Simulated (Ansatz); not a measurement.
Cu: pressure against volume

Cu, I4/mmm, a = 2.890 Å, c = 2.720 Å. This isn't the element's structure at ambient conditions. Ansatz: PBEsol, PAW, 420 eV, Γ-centred 20×20×20 mesh on 1 atom, Gaussian smearing 0.10 eV; no spin polarisation. Shape and atoms are relaxed at each volume; pressure is positive in compression.

| V (Å³/atom) | P (GPa) |
| --- | --- |
| 9.997 | ? |
| 10.338 | 19.68 |
| 10.679 | 11.92 |
| 11.020 | 5.46 |
| 11.360 | 0.01 |
| 11.701 | -4.53 |
| 12.042 | -8.33 |
| 12.496 | -12.37 |

Q: Take V0 = 11.360 Å³/atom, count pressures from its P0 = 0.01 GPa, fit the third-order Birch–Murnaghan form to the other rows, and predict the missing pressure.

A: With the Eulerian strain f = ½[(V0/V)^(2/3) − 1] and y = (P − P0)/[3f(1 + 2f)^(5/2)], the form is the line y = B0 + 1.5 B0 (B0′ − 4) f. Rows (f, y): 0.03243, 172.8; 0.02104, 170.2; 0.01023, 168.8; -0.00976, 162.9; -0.01906, 160.7; -0.03078, 157.2. Means f = 0.0006833, y = 165.43; Σ(Δf)² = 0.003002, ΣΔfΔy = 0.7420; the slope is their ratio. y = 165.3 + 247.2 f GPa, so B0 = 165.3 GPa and B0′ = 4 + 2 × (247.2)/(3 × 165.3) = 5.00. At V = 9.997, f = 0.04447, y = 176.29 and P = 29.11 GPa. The run gave 28.96 GPa, so the fit is 0.15 GPa too high, a small miss on the scale of the series.